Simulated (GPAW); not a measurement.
Crystal: Se.

```
Se
1.0
     4.35517    0.00000    0.00000
    -2.17759    3.77169    0.00000
     0.00000    0.00000    4.94945
Se
3
Direct
  0.78300 0.78300 0.50000
  0.00000 0.21700 0.83333
  0.21700 0.00000 0.16667
```

```yaml
Program: GPAW 26.7.0
Task: single point
Functional: PBE
Potentials_or_basis: GPAW PAW data sets (gpaw-data 1.2.1)
Cutoff: 600 eV
Basis: pw
k_mesh: 7 × 7 × 6
Occupations: fermi-dirac, width 0.05 eV
Spin: no spin polarisation
```

On this cell: pressure 5.6 GPa; largest force 1.173 eV/Å; band gap on the k mesh 1.15 eV, indirect (least direct gap 1.38 eV).

The same run follows on a disturbed copy (atoms moved at random, drawn with an rms of 0.05 Å):

```xyz
3
Lattice="4.3552 0.0000 0.0000 -2.1776 3.7717 0.0000 0.0000 0.0000 4.9494" Properties=species:S:1:pos:R:3 pbc="T T T"
Se    1.6927    2.9813    2.4666
Se   -0.4015    0.8356    4.1323
Se    0.8979   -0.0137    0.8518
```

What does the disturbed cell give?

The energy moves by +47.9 meV/atom; pressure 7.8 GPa; largest force 2.083 eV/Å; band gap on the k mesh 1.00 eV, indirect (least direct gap 1.17 eV).

Forces on the atoms (eV/Å):
```
Se  -1.024 -1.368  0.500
Se  -1.046  1.334 -0.266
Se   2.069  0.034 -0.234
```

Stress tensor (GPa, compression positive):
```
 7.03  0.19 -0.52
 0.19  5.92 -1.39
-0.52 -1.39 10.48
```

Caveats: an odd mesh through Γ misses points on the zone boundary, where band edges often lie; forces of over 1 eV/Å show positions far from the minimum, so gaps and moduli don't describe the material at rest (some runs).
